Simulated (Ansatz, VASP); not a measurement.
## Pt: VASP beside Ansatz

File INCAR:

```
PREC     = Accurate       # precision mode
ENCUT    = 600            # plane-wave cutoff, eV
EDIFF    = 1E-6           # SCF threshold, eV
ISMEAR   = 0              # smearing method
SIGMA    = 0.1            # smearing width, eV
LREAL    = F              # projectors in reciprocal space
LASPH    = T              # aspherical terms in the spheres
NELM     = 60             # most SCF steps
ALGO     = Normal         # electronic algorithm
ISIF     = 3              # what is computed and relaxed
LWAVE    = F              # write WAVECAR
LCHARG   = F              # write CHGCAR
GGA      = CA             # functional
IBRION   = 2              # ionic algorithm
NSW      = 100            # ionic steps
EDIFFG   = -0.002         # ionic threshold
```

File KPOINTS:

```
regular mesh
0
Gamma
  16 16 16
```

File POSCAR:

```
Pt
1.0
    0.0000000000      1.9456504822      1.9456504822
    1.9456504822      0.0000000000      1.9456504822
    1.9456504822      1.9456504822      0.0000000000
Pt
1
Direct
    0.0000000000      0.0000000000      0.0000000000
```

Input for Ansatz:

```yaml
crystal:
  lattice:
    - [0.0, 1.9456504822, 1.9456504822]
    - [1.9456504822, 0.0, 1.9456504822]
    - [1.9456504822, 1.9456504822, 0.0]
  atoms:
    - { symbol: Pt, position: [0.0, 0.0, 0.0] }
basis:
  ecutwfc: 420
kpoints:
  mp_grid: { grid: [16, 16, 16] }
hamiltonian:
  xc: lda
  pseudopotentials: { kind: paw, azcp: { folder: soft_1 } }
scf:
  occupations: { method: gaussian, width: 0.1 }
output:
  forces: true
  stress: true
  eigenvalues: true
  write_density: true
  write_potential: true
  elf: true
  volumetric_format: npy
relax:
  adjacent_minimum: "off"
  f_tol: 0.002
  max_steps: 80
  cell: { stress_tol: 0.02 }
```

Alike in both runs: task relaxation of cell and atoms; functional LDA; k mesh 16 × 16 × 16; occupations gaussian, width 0.1 eV; no spin polarisation.

|  | VASP | Ansatz |
| --- | --- | --- |
| version | VASP 6.6.1 | Ansatz 0.2.0 |
| potentials or method | VASP PAW LDA potentials, release 64 (Pt) | scalar-relativistic, plane waves, PAW |
| plane-wave cutoff (eV) | 600 | 420 |
| valence electrons in the cell | 10 | 18 |

Ansatz gave:

* gap on the k mesh at the Fermi level, each at its own relaxed structure (eV): none
* relaxed volume (Å³/atom): 14.76
* relaxed cell length with the largest relative difference (Å): 2.753

Q: Estimate VASP's values.

A: gap on the k mesh at the Fermi level, each at its own relaxed structure (eV): none; relaxed volume (Å³/atom): 14.80; relaxed cell length with the largest relative difference (Å): 2.756.

A gap of «none» marks a metal or a gap that the smearing closes. The two sets of potentials don't hold the same shells in valence. Ansatz warned: «pseudo_functional_mismatch».

The runs have no spin-orbit coupling, so splittings on Pt are missing.
